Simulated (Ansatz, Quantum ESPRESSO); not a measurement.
# CaO(001): dielectric constant from slabs in a field, part 2 of 7

Wanted: electronic and ionic screening from finite-field slabs, the first being CaO(001), 5 layers.

Quantum ESPRESSO 7.5; plane-wave DFT, PBE, GBRV ultrasoft pseudopotentials; geometry by Ansatz 0.2.0 with PAW datasets.

So far. Step 2 (Geometry from Ansatz, 5 layers): The relaxation lowers the energy by 2 meV an atom.

## Step 3: SCF with pw.x, 5 layers: no field

The slab without a field is the reference for all differences.

Level of this step: plane-wave DFT, PBE, GBRV ultrasoft pseudopotentials (Quantum ESPRESSO 7.5).

File n5.f0.in:

```
&control
  prefix = 'n5.f0'
  outdir = './out'
  pseudo_dir = './pseudo'
  calculation = 'scf'
  tprnfor = .true.
  tefield = .true.
  dipfield = .true.
/
&system
  ibrav = 0
  nat = 10
  ntyp = 2
  ecutwfc = 40
  ecutrho = 200
  occupations = 'fixed'
  edir = 3
  emaxpos = 0.97
  eopreg = 0.04
  eamp = 0.0
/
&electrons
  conv_thr = 1e-10
  mixing_beta = 0.5
  electron_maxstep = 120
/
ATOMIC_SPECIES
  Ca  40.0780  ca_pbe_v1.uspp.F.UPF
  O   15.9990  o_pbe_v1.2.uspp.F.UPF
CELL_PARAMETERS angstrom
  3.42239682090000 0.00000000000000 0.00000000000000
  0.00000000000000 3.42239682090000 0.00000000000000
  0.00000000000000 0.00000000000000 25.68000000000000
ATOMIC_POSITIONS crystal
  Ca  -0.000000000000 0.000000000000 0.313529360916
  O   0.500000000000 0.500000000000 0.314177118708
  Ca  0.500000000000 0.500000000000 0.405953176692
  O   -0.000000000000 0.000000000000 0.405622717587
  Ca  0.000000000000 0.000000000000 0.499999994402
  O   0.500000000000 0.500000000000 0.500000005462
  Ca  0.500000000000 0.500000000000 0.594046815072
  O   -0.000000000000 0.000000000000 0.594377289348
  Ca  0.000000000000 0.000000000000 0.686470626437
  O   0.500000000000 0.500000000000 0.685822895377
K_POINTS automatic
  8 8 1 0 0 0
```

Command:

```
OMP_NUM_THREADS=1 mpirun -n 8 pw.x -nk 4 -in n5.f0.in > n5.f0.out
```

What it wrote:

```text
Program PWSCF v.7.5 starts
[citation notice left out]

     Parallel version (MPI & OpenMP), running on       8 processor cores
     Number of MPI processes:                 8
     Threads/MPI process:                     1

     MPI processes distributed on     1 nodes
[...]
Current dimensions of program PWSCF are:
     Max number of different atomic species (ntypx) = 10
     Max number of k-points (npk) =  40000
     Max angular momentum in pseudopotentials (lmaxx) =  4
     Presently no symmetry can be used with electric field

     K-points division:     npool     =       4
     R & G space division:  proc/nbgrp/npool/nimage =       2
     Subspace diagonalization in iterative solution of the eigenvalue problem:
     a serial algorithm will be used

     Parallelization info
     --------------------
     sticks:   dense  smooth     PW     G-vecs:    dense   smooth      PW
     Min         332     264     83                48492    34569    5893
     Max         333     265     86                48519    34578    5896
     Sum         665     529    169                97011    69147   11789

     Using Slab Decomposition

     bravais-lattice index     =            0
     lattice parameter (alat)  =       6.4674  a.u.
     unit-cell volume          =    2029.7958 (a.u.)^3
     number of atoms/cell      =           10
     number of atomic types    =            2
     number of electrons       =        80.00
     number of Kohn-Sham states=           40
     kinetic-energy cutoff     =      40.0000  Ry
     charge density cutoff     =     200.0000  Ry
     scf convergence threshold =      1.0E-10
     mixing beta               =       0.5000
     number of iterations used =            8  plain     mixing
     Exchange-correlation= SLA  PW   PBE  PBE
                           (   1   4   3   4   0   0   0)

     celldm(1)=   6.467393  celldm(2)=   0.000000  celldm(3)=   0.000000
     celldm(4)=   0.000000  celldm(5)=   0.000000  celldm(6)=   0.000000

     crystal axes: (cart. coord. in units of alat)
               a(1) = (   1.000000   0.000000   0.000000 )
               a(2) = (   0.000000   1.000000   0.000000 )
               a(3) = (   0.000000   0.000000   7.503513 )

     reciprocal axes: (cart. coord. in units 2 pi/alat)
               b(1) = (  1.000000  0.000000  0.000000 )
               b(2) = (  0.000000  1.000000  0.000000 )
               b(3) = (  0.000000  0.000000  0.133271 )

     PseudoPot. # 1 for Ca read from file:
     ./pseudo/ca_pbe_v1.uspp.F.UPF
     Pseudo is Ultrasoft + core correction, Zval = 10.0
     Generated by new atomic code, or converted to UPF format
     Using radial grid of  845 points,  6 beta functions with:
                l(1) =   0
                l(2) =   0
                l(3) =   1
                l(4) =   1
                l(5) =   2
                l(6) =   2
     Q(r) pseudized with  8 coefficients,  rinner =    1.500   1.500   1.500
                                                       1.500   1.500

     PseudoPot. # 2 for O  read from file:
     ./pseudo/o_pbe_v1.2.uspp.F.UPF
     Pseudo is Ultrasoft + core correction, Zval =  6.0
     Generated by new atomic code, or converted to UPF format
     Using radial grid of  737 points,  5 beta functions with:
                l(1) =   0
                l(2) =   0
                l(3) =   1
                l(4) =   1
                l(5) =   2
     Q(r) pseudized with  8 coefficients,  rinner =    0.900   0.900   0.900
                                                       0.900   0.900

     atomic species   valence    mass     pseudopotential
     Ca               10.00    40.07800     Ca( 1.00)
     O                 6.00    15.99900     O ( 1.00)

     No symmetry found

   Cartesian axes

     site n.     atom                  positions (alat units)
         1        Ca     tau(   1) = (   0.0000000   0.0000000   2.3525717  )
         2        O      tau(   2) = (   0.5000000   0.5000000   2.3574322  )
         3        Ca     tau(   3) = (   0.5000000   0.5000000   3.0460751  )
         4        O      tau(   4) = (   0.0000000   0.0000000   3.0435954  )
         5        Ca     tau(   5) = (   0.0000000   0.0000000   3.7517566  )
         6        O      tau(   6) = (   0.5000000   0.5000000   3.7517567  )
         7        Ca     tau(   7) = (   0.5000000   0.5000000   4.4574382  )
         8        O      tau(   8) = (   0.0000000   0.0000000   4.4599179  )
         9        Ca     tau(   9) = (   0.0000000   0.0000000   5.1509415  )
        10        O      tau(  10) = (   0.5000000   0.5000000   5.1460812  )

     number of k points=    34
                       cart. coord. in units 2pi/alat
        k(    1) = (   0.0000000   0.0000000   0.0000000), wk =   0.0312500
        k(    2) = (   0.0000000   0.1250000   0.0000000), wk =   0.0625000
        k(    3) = (   0.0000000   0.2500000   0.0000000), wk =   0.0625000
        k(    4) = (   0.0000000   0.3750000   0.0000000), wk =   0.0625000
        k(    5) = (   0.0000000  -0.5000000   0.0000000), wk =   0.0312500
        k(    6) = (   0.1250000   0.0000000   0.0000000), wk =   0.0625000
        k(    7) = (   0.1250000   0.1250000   0.0000000), wk =   0.0625000
        k(    8) = (   0.1250000   0.2500000   0.0000000), wk =   0.0625000
        k(    9) = (   0.1250000   0.3750000   0.0000000), wk =   0.0625000
        k(   10) = (   0.1250000  -0.5000000   0.0000000), wk =   0.0625000
[...]
k(   34) = (  -0.5000000  -0.5000000   0.0000000), wk =   0.0312500

     Dense  grid:    97011 G-vectors     FFT dimensions: (  30,  30, 225)

     Smooth grid:    69147 G-vectors     FFT dimensions: (  27,  27, 200)

     Estimated max dynamical RAM per process >     104.73 MB

     Estimated total dynamical RAM >     766.80 MB

     Check: negative core charge=   -0.000002

     Initial potential from superposition of free atoms

     starting charge      79.9727, renormalised to      80.0000

     negative rho (up, down):  1.383E-04 0.000E+00

     Adding external electric field

     Computed dipole along edir(3) :
        Dipole               -0.0000 Ry au,         -0.0000 Debye
        Dipole field         -0.0000 Ry au,

        Potential amp.        0.0000 Ry
        Total length         46.5870 bohr

     Starting wfcs are   70 randomized atomic wfcs

     total cpu time spent up to now is        1.9 secs

     per-process dynamical memory:    70.9 Mb

     Self-consistent Calculation

     iteration #  1     ecut=    40.00 Ry     beta= 0.50
     Davidson diagonalization with overlap
[...]
estimated scf accuracy    <       0.00040430 Ry

     iteration # 10     ecut=    40.00 Ry     beta= 0.50
[...]
negative rho (up, down):  2.806E-04 0.000E+00

[...]
Dipole                0.0000 Ry au,          0.0000 Debye
[...]
total energy              =    -537.49899507 Ry
     estimated scf accuracy    <       0.00008759 Ry

     iteration # 11     ecut=    40.00 Ry     beta= 0.50
[...]
negative rho (up, down):  2.802E-04 0.000E+00

[...]
Dipole                0.0000 Ry au,          0.0000 Debye
[...]
total energy              =    -537.49901936 Ry
     estimated scf accuracy    <       0.00000079 Ry

     iteration # 12     ecut=    40.00 Ry     beta= 0.50
[...]
negative rho (up, down):  2.799E-04 0.000E+00

[...]
Dipole               -0.0000 Ry au,         -0.0000 Debye
[...]
total energy              =    -537.49901929 Ry
     estimated scf accuracy    <       0.00000093 Ry

     iteration # 13     ecut=    40.00 Ry     beta= 0.50
[...]
negative rho (up, down):  2.798E-04 0.000E+00

[...]
Dipole                0.0000 Ry au,          0.0000 Debye
[...]
total energy              =    -537.49901951 Ry
     estimated scf accuracy    <       0.00000001 Ry

     iteration # 14     ecut=    40.00 Ry     beta= 0.50
[...]
negative rho (up, down):  2.798E-04 0.000E+00

[...]
Dipole               -0.0000 Ry au,         -0.0000 Debye
[...]
total energy              =    -537.49901951 Ry
     estimated scf accuracy    <       0.00000006 Ry

     iteration # 15     ecut=    40.00 Ry     beta= 0.50
[...]
negative rho (up, down):  2.798E-04 0.000E+00

[...]
Dipole               -0.0000 Ry au,         -0.0000 Debye
[...]
total energy              =    -537.49901950 Ry
     estimated scf accuracy    <       0.00000002 Ry

     iteration # 16     ecut=    40.00 Ry     beta= 0.50
[...]
negative rho (up, down):  2.798E-04 0.000E+00

[...]
Dipole               -0.0000 Ry au,         -0.0000 Debye
[...]
total energy              =    -537.49901951 Ry
     estimated scf accuracy    <          9.4E-10 Ry

     iteration # 17     ecut=    40.00 Ry     beta= 0.50
[...]
negative rho (up, down):  2.798E-04 0.000E+00

[...]
Dipole               -0.0000 Ry au,         -0.0000 Debye
[...]
End of self-consistent calculation

          k = 0.0000 0.0000 0.0000 (  8737 PWs)   bands (ev):

   -36.7102 -36.7102 -36.4010 -36.2152 -36.2053 -17.9998 -17.9959 -17.7161
   -17.5784 -17.5784 -17.5778 -17.5778 -17.4571 -17.3604 -17.3604 -17.2435
   -17.1661 -17.1661 -17.1371 -17.1371 -14.0014 -13.8052 -13.7554 -13.4819
   -13.4305  -0.2119  -0.2049   0.2101   0.6224   0.9381   0.9381   0.9992
     0.9992   1.0536   1.1480   1.1480   1.4309   1.4309   1.4569   1.4569

          k = 0.0000 0.1250 0.0000 (  8725 PWs)   bands (ev):

   -36.7055 -36.7055 -36.3950 -36.2109 -36.2024 -18.0061 -18.0035 -17.7650
   -17.7108 -17.6409 -17.5696 -17.5692 -17.5531 -17.3491 -17.3230 -17.2821
   -17.2153 -17.1720 -17.1591 -17.1338 -13.8751 -13.7060 -13.6493 -13.3872
   -13.3376  -0.2634  -0.2411   0.1645   0.4882   0.6787   0.7512   0.8148
     0.8657   0.9248   0.9257   0.9982   1.0918   1.1900   1.2760   1.2969

          k = 0.0000 0.2500 0.0000 (  8683 PWs)   bands (ev):

   -36.6940 -36.6940 -36.3803 -36.2002 -36.1953 -18.0537 -18.0418 -17.9406
   -17.9372 -17.7629 -17.7139 -17.5485 -17.5483 -17.4474 -17.3350 -17.3208
   -17.2263 -17.1901 -17.1424 -17.1266 -13.5939 -13.4816 -13.4088 -13.1678
   -13.1220  -0.5142  -0.4883  -0.0747  -0.0291   0.2112   0.3457   0.4606
     0.5366   0.5413   0.5639   0.6615   0.7669   0.9347   0.9468   0.9886

          k = 0.0000 0.3750 0.0000 (  8689 PWs)   bands (ev):

   -36.6825 -36.6825 -36.3653 -36.1896 -36.1884 -18.1591 -18.1524 -18.1148
   -18.0795 -17.9586 -17.7369 -17.5691 -17.5273 -17.5272 -17.3288 -17.2906
   -17.2294 -17.2042 -17.1255 -17.1210 -13.3326 -13.2760 -13.1848 -12.9584
   -12.9157  -0.9203  -0.9150  -0.6152  -0.4352  -0.3113   0.2292   0.2656
     0.2843   0.2861   0.3499   0.4326   0.6295   0.6360   0.6957   0.8214

          k = 0.0000-0.5000 0.0000 (  8678 PWs)   bands (ev):

   -36.6777 -36.6777 -36.3591 -36.1856 -36.1851 -18.2296 -18.2023 -18.1864
   -18.1170 -18.0387 -17.7376 -17.6028 -17.5185 -17.5185 -17.2929 -17.2773
   -17.2729 -17.1970 -17.1193 -17.1186 -13.2228 -13.2007 -13.0955 -12.8738
   -12.8324  -1.1036  -1.1030  -0.8233  -0.6325  -0.5245   0.1768   0.1910
     0.2220   0.2424   0.2626   0.4010   0.5115   0.5164   0.6662   0.7348

          k = 0.1250 0.0000 0.0000 (  8725 PWs)   bands (ev):

   -36.7055 -36.7055 -36.3950 -36.2109 -36.2024 -18.0061 -18.0035 -17.7650
   -17.7108 -17.6409 -17.5696 -17.5692 -17.5531 -17.3491 -17.3230 -17.2821
   -17.2153 -17.1720 -17.1591 -17.1338 -13.8751 -13.7060 -13.6493 -13.3872
   -13.3376  -0.2634  -0.2411   0.1645   0.4882   0.6787   0.7512   0.8148
     0.8657   0.9248   0.9257   0.9982   1.0918   1.1900   1.2760   1.2969

[...]
highest occupied level (ev):     1.4569

!    total energy              =    -537.49901950 Ry
     estimated scf accuracy    <          4.7E-11 Ry

     The total energy is the sum of the following terms:
     one-electron contribution =   -4673.69799083 Ry
     hartree contribution      =    2357.29026519 Ry
     xc contribution           =     -96.77909431 Ry
     ewald contribution        =    1875.68780045 Ry
     electric field correction =       0.00000000 Ry

     convergence has been achieved in  17 iterations

     negative rho (up, down):  2.798E-04 0.000E+00

     Forces acting on atoms (cartesian axes, Ry/au):

     atom    1 type  1   force =     0.00000001    0.00000002   -0.00015153
     atom    2 type  2   force =    -0.00000000   -0.00000001   -0.00013980
     atom    3 type  1   force =     0.00000002    0.00000001   -0.00007183
     atom    4 type  2   force =     0.00000000   -0.00000001    0.00004202
     atom    5 type  1   force =    -0.00000003    0.00000001    0.00000008
     atom    6 type  2   force =    -0.00000001    0.00000000   -0.00000012
     atom    7 type  1   force =     0.00000003   -0.00000001    0.00007193
     atom    8 type  2   force =    -0.00000000   -0.00000001   -0.00004227
     atom    9 type  1   force =    -0.00000000    0.00000001    0.00015190
     atom   10 type  2   force =    -0.00000001   -0.00000001    0.00013962

     Total force =     0.000315     Total SCF correction =     0.000007

[...]
=------------------------------------------------------------------------------=
   JOB DONE.
=------------------------------------------------------------------------------=
```

The job ended after 56 s (8 MPI ranks of Arm Neoverse V2, shared host; peak memory 1 GiB).

Read from the output:

| Item | Value |
| --- | --- |
| free energy | -7313.0467 eV |
| dipole along the normal | 0 e·Å |
| valence top, on the run's zero | 1.457 eV |

The run needed 17 iterations to bring the estimated error under 1e-10 Ry.

## Step 4: Electrostatic potential, 5 layers

plot_num = 11 writes the bare and Hartree potential. It leaves out exchange and correlation, which fade slowly, so it flattens close to the surface.

File n5.f0.pot.in:

```
&inputpp
  prefix = 'n5.f0'
  outdir = './out'
  filplot = 'n5.f0.pot.dat'
  plot_num = 11
/
```

Command:

```
OMP_NUM_THREADS=1 mpirun -n 8 pp.x -in n5.f0.pot.in > n5.f0.pot.out
```

What it wrote:

```text
[banner, memory and clock lines left out]
Program POST-PROC v.7.5 starts

          URL

     ./out/n5.f0.save/

     IMPORTANT: XC functional enforced from input :
     Exchange-correlation= PBE
                           (   1   4   3   4   0   0   0)
     Any further DFT definition will be discarded
     Please, verify this is what you really want

     Check: negative core charge=   -0.000002

     negative rho (up, down):  2.798E-04 0.000E+00

     Adding external electric field

     Computed dipole along edir(3) :
        Dipole               -0.0000 Ry au,         -0.0000 Debye
        Dipole field         -0.0000 Ry au,

        Potential amp.        0.0000 Ry
        Total length         46.5870 bohr

     Calling punch_plot, plot_num =  11

     Adding external electric field

     Computed dipole along edir(3) :
        Dipole               -0.0000 Ry au,         -0.0000 Debye
        Dipole field         -0.0000 Ry au,

        Potential amp.        0.0000 Ry
        Total length         46.5870 bohr

     Writing data to file  n5.f0.pot.dat
     Message from routine chdens:
     namelist plot not found or invalid, exiting
```

Elapsed: 0.84 s, on 8 MPI ranks; peak memory 0.09 GiB.

Numbers from this step:

| Quantity | Value |
| --- | --- |
| slope of the potential above | 2.10e-4 eV/Å |
| upper vacuum line continued to the top atoms, over the valence top | 4.078 eV |
| slope of the potential below | -1.51e-4 eV/Å |
| lower vacuum line continued to the bottom atoms, over the valence top | 4.078 eV |
| vacuum level at the upper face over the valence top of the mesh | 4.079 eV |
| vacuum level at the lower face over the valence top of the mesh | 4.079 eV |

The potential energy, planar mean oscillates, so the rows of the table below give means over windows of 2.4 Å about each position, cut where the curve ends. Its maxima inside the range that stand out by 2 % of the span (Å: eV): 9.2: 2.16, 11.6: 2.12, 14.0: 2.12, 16.4: 2.16. Its minima: 8.1: -15.5, 10.4: -15.5, 12.9: -15.5, 15.3: -15.5, 17.6: -15.5.

Electrostatic potential energy of an electron, with the sawtooth; zero at the highest filled level of the SCF mesh. Table of potential energy, planar mean by z; means over each step:

z (Å), potential energy, planar mean (eV) and a bar from the least value:
```
     1.20        4.1 ##############################
     3.60        4.1 ##############################
     6.00        3.6 ############################
     8.40       -4.6 
    10.80       -4.6 
    13.20       -4.7 
    15.60       -4.7 
    18.00       -4.2 ##
    20.40        4.0 ##############################
    22.80        4.1 ##############################
    25.20        4.1 ##############################
```

The vacuum is flat to 0.2 meV/Å, so its level is well defined. Inside the slab the curve depends on the local part of the pseudopotentials; only the vacuum level has a meaning of its own.

(Part 2 of 7 ends here.)

[Logs are printed without paths, hosts, clocks, repeated set-up lines and the standing remarks that a program may print on its own settings, such as how far it seeks lower states.]

[Hosts, paths, dates, database ids (printed as entryN), source tags and the programs' standing remarks are cut or masked in the printed files.]

[Maps of the electrostatic potential energy from Ansatz leave out the sawtooth potential of an applied field or a dipole correction, so their vacuum need not be flat; planar profiles and work functions include it.]
